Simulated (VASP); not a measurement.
# InAs (Fm-3m) in VASP: further runs, part 2 of 2

VASP 6.6.1. The steps go on from the part before.

### 3 Density of states, LDA

The input, POSCAR:

```
InAs
1.0
    0.0000000000      2.8773040000      2.8773040000
    2.8773040000      0.0000000000      2.8773040000
    2.8773040000      2.8773040000      0.0000000000
In As
1 1
Direct
    0.5000000000      0.5000000000      0.5000000000
    0.0000000000      0.0000000000      0.0000000000
```

The input, INCAR.step1:

```
SYSTEM = InAs
  PREC = Accurate
  ENCUT = 520
  EDIFF = 1E-7
  ISMEAR = 0
  SIGMA = 0.02
  LREAL = .False.
  LASPH = .True.
  NELM = 80
  ALGO = Normal
  ISIF = 2
  LWAVE = .False.
  LCHARG = .True.
  GGA = CA
  NBANDS = 16
```

The input, KPOINTS.step1:

```
regular mesh
0
Gamma
  8 8 8
  0 0 0
```

The input, INCAR.step2:

```
SYSTEM = InAs
  PREC = Accurate
  ENCUT = 520
  EDIFF = 1E-7
  ISMEAR = -5
  SIGMA = 0.02
  LREAL = .False.
  LASPH = .True.
  NELM = 80
  ALGO = Normal
  ISIF = 2
  LWAVE = .False.
  LCHARG = .False.
  GGA = CA
  LORBIT = 10
  NBANDS = 16
  NEDOS = 1001
  ICHARG = 11
```

The input, KPOINTS.step2:

```
regular mesh
0
Gamma
  12 12 12
  0 0 0
```

Potentials or basis: VASP PAW LDA potentials, release 64 (In_d, As).

The run is started by

```console
> cat potpaw_LDA.64/In_d/POTCAR potpaw_LDA.64/As/POTCAR > POTCAR
> cp INCAR.step1 INCAR
> cp KPOINTS.step1 KPOINTS
> mpirun -np 1 vasp_std > vasp.out
> cp INCAR.step2 INCAR
> cp KPOINTS.step2 KPOINTS
> mpirun -np 1 vasp_std > vasp.out
```

OUTCAR:

```text
SYSTEM = InAs
   PREC = Accurate
   ENCUT = 520
   EDIFF = 1E-7
   ISMEAR = -5
   LREAL = .False.
   LASPH = .True.
   NELM = 80
   ISIF = 2
   GGA = CA
   LORBIT = 10
   ICHARG = 11

 ion  position               nearest neighbor table
   1  0.500  0.500  0.500-   2 2.88   2 2.88   2 2.88   2 2.88   2 2.88   2 2.88
   2  0.000  0.000  0.000-   1 2.88   1 2.88   1 2.88   1 2.88   1 2.88   1 2.88

  LATTYP: Found a face centered cubic cell.
 ALAT       =     5.7546080000

  Lattice vectors:

 A1 = (   0.0000000000,   2.8773040000,   2.8773040000)
 A2 = (   2.8773040000,   0.0000000000,   2.8773040000)
 A3 = (   2.8773040000,   2.8773040000,   0.0000000000)

Analysis of symmetry for initial positions (statically):
=====================================================================
 Subroutine PRICEL returns:
 Original cell was already a primitive cell.

 Routine SETGRP: Setting up the symmetry group for a
 face centered cubic supercell.

 Subroutine GETGRP returns: Found 48 space group operations
 (whereof 48 operations were pure point group operations)
 out of a pool of 48 trial point group operations.

[... 174 lines left out ...]
      2      -8.4673      2.00000
      3      -8.4402      2.00000
      4      -8.4402      2.00000
      5      -8.4402      2.00000
      6      -6.3719      2.00000
[... 433 lines left out ...]
      3      -8.4352      2.00000
      4      -8.3992      2.00000
      5      -8.3842      2.00000
      6      -4.4813      2.00000
[... 8 lines left out ...]
     15      16.5052      0.00000
     16      16.5128      0.00000

 [... further k-points ...]

------------------------ aborting loop because EDIFF is reached ----------------------------------------

  FORCE on cell =-STRESS in cart. coord.  units (eV):
  Direction    XX          YY          ZZ          XY          YZ          ZX
  --------------------------------------------------------------------------------------
  -------------------------------------------------------------------------------------
  Total       -2.0907031     -2.0907031     -2.0907031     -0.0000000     -0.0000000      0.0000000
  in kB      -70.3097739    -70.3097739    -70.3097739     -0.0000000     -0.0000000      0.0000000
  external PRESSURE =     -70.3097739 kB  Pullay stress =       0.0000000 kB

 VOLUME and BASIS-vectors are now :
 -----------------------------------------------------------------------------
  energy-cutoff  :      520.00
  volume of cell :       47.64
      direct lattice vectors                 reciprocal lattice vectors
     0.000000000  2.877304000  2.877304000    -0.173773783  0.173773783  0.173773783
     2.877304000  0.000000000  2.877304000     0.173773783 -0.173773783  0.173773783
     2.877304000  2.877304000  0.000000000     0.173773783  0.173773783 -0.173773783

 POSITION                                       TOTAL-FORCE (eV/Angst)
 -----------------------------------------------------------------------------------
      2.87730      2.87730      2.87730         0.000000      0.000000      0.000000
      0.00000      0.00000      0.00000        -0.000000     -0.000000     -0.000000
 -----------------------------------------------------------------------------------
    total drift:                                0.000000      0.000000      0.000000

  FREE ENERGIE OF THE ION-ELECTRON SYSTEM (eV)
  ---------------------------------------------------
  free  energy   TOTEN  =        -8.7028934652 eV

  energy  without entropy=       -8.7028934652  energy(sigma->0) =       -8.70289347

 total charge

# of ion       s       p       d       tot
------------------------------------------
    1        0.888   0.564   9.876  11.327
    2        1.274   1.444   0.022   2.741
--------------------------------------------------
tot          2.162   2.008   9.898  14.068
```

OUTCAR.step1:

```text
SYSTEM = InAs
   PREC = Accurate
   ENCUT = 520
   EDIFF = 1E-7
   ISMEAR = 0
   LREAL = .False.
   LASPH = .True.
[... 678 lines left out ...]
      2.87730      2.87730      2.87730        -0.000000      0.000000      0.000000
      0.00000      0.00000      0.00000         0.000000     -0.000000     -0.000000
 -----------------------------------------------------------------------------------
    total drift:                                0.000000      0.000000      0.000000

  FREE ENERGIE OF THE ION-ELECTRON SYSTEM (eV)
  ---------------------------------------------------
  free  energy   TOTEN  =        -8.6995313079 eV

  energy  without entropy=       -8.6993280028  energy(sigma->0) =       -8.69942966
```

Wall time 75 s (1 thread of Intel Xeon Platinum 8488C (Sapphire Rapids), shared host); peak memory 0.17 GiB.

Results:

| Quantity | Value |
| --- | --- |
| Valence electrons inside the program's atomic spheres | In 11.33; As 2.74 |

States per cell in windows of 0.5 eV (zero at the Fermi level; states under -8 eV left out):
```tsv
from (eV)	total	As2_p	In1_p	In1_s	As2_s	In1_d	As2_d
-8.0	0.00	0.00	0.00	0.00	0.00	0.00	0.00
-7.5	0.00	0.00	0.00	0.00	0.00	0.00	0.00
-7.0	0.00	0.00	0.00	0.00	0.00	0.00	0.00
-6.5	0.15	0.02	0.00	0.06	0.00	0.00	0.00
-6.0	0.39	0.05	0.00	0.14	0.01	0.00	0.00
-5.5	0.60	0.08	0.01	0.21	0.03	0.01	0.00
-5.0	0.49	0.07	0.02	0.13	0.03	0.00	0.00
-4.5	0.18	0.03	0.01	0.05	0.02	0.00	0.00
-4.0	0.31	0.06	0.03	0.05	0.02	0.00	0.00
-3.5	0.36	0.07	0.04	0.04	0.01	0.00	0.00
-3.0	0.44	0.10	0.06	0.03	0.01	0.01	0.00
-2.5	0.55	0.15	0.07	0.02	0.01	0.01	0.00
-2.0	0.64	0.18	0.08	0.02	0.01	0.01	0.00
-1.5	0.63	0.19	0.07	0.02	0.01	0.01	0.00
-1.0	0.59	0.19	0.06	0.02	0.01	0.01	0.00
-0.5	0.67	0.24	0.06	0.03	0.01	0.02	0.00
0.0	0.41	0.14	0.03	0.03	0.01	0.01	0.00
0.5	0.20	0.04	0.03	0.04	0.01	0.00	0.00
1.0	0.29	0.06	0.04	0.06	0.01	0.01	0.01
1.5	0.50	0.11	0.06	0.09	0.01	0.01	0.01
2.0	0.51	0.08	0.08	0.08	0.03	0.01	0.01
2.5	0.09	0.01	0.01	0.01	0.01	0.00	0.00
3.0	0.23	0.03	0.05	0.01	0.01	0.00	0.01
3.5	0.61	0.06	0.17	0.02	0.03	0.01	0.02
4.0	0.61	0.05	0.17	0.01	0.02	0.01	0.03
4.5	0.76	0.08	0.14	0.02	0.02	0.03	0.03
5.0	0.64	0.09	0.11	0.03	0.01	0.02	0.03
5.5	0.67	0.10	0.11	0.02	0.01	0.02	0.03
6.0	0.83	0.14	0.14	0.02	0.01	0.03	0.04
6.5	0.56	0.11	0.10	0.02	0.01	0.02	0.02
7.0	0.66	0.13	0.11	0.02	0.01	0.02	0.03
7.5	0.61	0.10	0.11	0.01	0.01	0.03	0.03
```

Caveat: tetrahedron occupations give inexact forces and stress in metals.

### 4 For comparison

An earlier run on the cell as given: functional PBE; potentials or basis VASP PAW PBE potentials, release 64 (In_d, As); cutoff 520 eV; k mesh 8 × 8 × 8; occupations fermi-dirac, width 0.05 eV; no spin polarisation.

- Pressure: 0.0 GPa
- Band gap on the k mesh: none (metal or under the smearing width)

### 5 Summary

```csv
task,level,potentials or basis,smearing,k mesh for the DOS,occupations for the DOS,gap on the mesh (eV),pressure (GPa)
optical spectrum,LDA,"VASP PAW LDA potentials, release 64 (In_d, As)",gaussian 0.02 eV,-,-,none,-5.0
density of states,LDA,"VASP PAW LDA potentials, release 64 (In_d, As)",gaussian 0.02 eV,12 × 12 × 12,tetrahedron,-,-
single point,PBE,"VASP PAW PBE potentials, release 64 (In_d, As)",fermi-dirac 0.05 eV,-,-,none,0.0
```

Alike in all rows: no spin polarisation; cell as given; k mesh 8 × 8 × 8; cutoff (eV) 520.

Caveats: spectra need much finer meshes, so this one isn't converged (some runs); independent-particle spectra lack excitons (some runs); the intraband (Drude) part of a metal's response may be missing (some runs); tetrahedron occupations give inexact forces and stress in metals (some runs).

Total energies depend on the potentials used, so only differences within one code and one set of settings carry meaning.
